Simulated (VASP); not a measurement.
Here is a VASP 6.6.1 calculation.

The input INCAR:

```
SYSTEM = TiTe2
PREC = Accurate
ENCUT = 520
EDIFF = 1E-6
ISMEAR = 1
SIGMA = 0.1
LREAL = .FALSE.
LASPH = .TRUE.
NELM = 100
ALGO = Fast
ISIF = 2
LWAVE = .FALSE.
LCHARG = .TRUE.
LDIPOL = .TRUE.
IDIPOL = 3
DIPOL = 0.5 0.5 0.500
GGA = PS
LVHAR = .TRUE.
LVACPOTAV = .TRUE.
KPAR = 8
```

The input KPOINTS:

```
Automatic mesh
0
G
  10 10 1
  0 0 0
```

POSCAR

```
TiTe2
1.0
    3.7770000000      0.0000000000      0.0000000000
   -1.8885000000      3.2709779500      0.0000000000
    0.0000000000      0.0000000000     14.9133487996
Te Ti
4 2
Direct
    0.3333333333      0.6666666667      0.1676350519
    0.6666666667      0.3333333333      0.3966479212
    0.3333333333      0.6666666667      0.6033520788
    0.6666666667      0.3333333333      0.8323649481
    0.0000000000      0.0000000000      0.2821414865
    0.0000000000      0.0000000000      0.7178585135
```

Potentials or basis: VASP PAW PBE potentials, release 64 (Te, Ti_sv).

Command:

```bash
$ cat potpaw_PBE.64/Te/POTCAR potpaw_PBE.64/Ti_sv/POTCAR > POTCAR
$ mpirun -np 8 vasp_std > vasp.out
```

Q: What does it give for the band gap on the k mesh?

A: None (metal or under the smearing width).

Q: Predict the largest force.

A: 0.145 eV/Å.

Forces in eV/Å, atoms in the order of the input:
```
Te   0.000  0.000  0.002
Te   0.000  0.000 -0.113
Te   0.000  0.000  0.113
Te   0.000  0.000 -0.002
Ti   0.000  0.000  0.145
Ti   0.000  0.000 -0.145
```

Caveat: the PAW data sets were made with another functional, which shifts forces and pressure a little. The run has no spin-orbit coupling, so splittings on Te are missing.
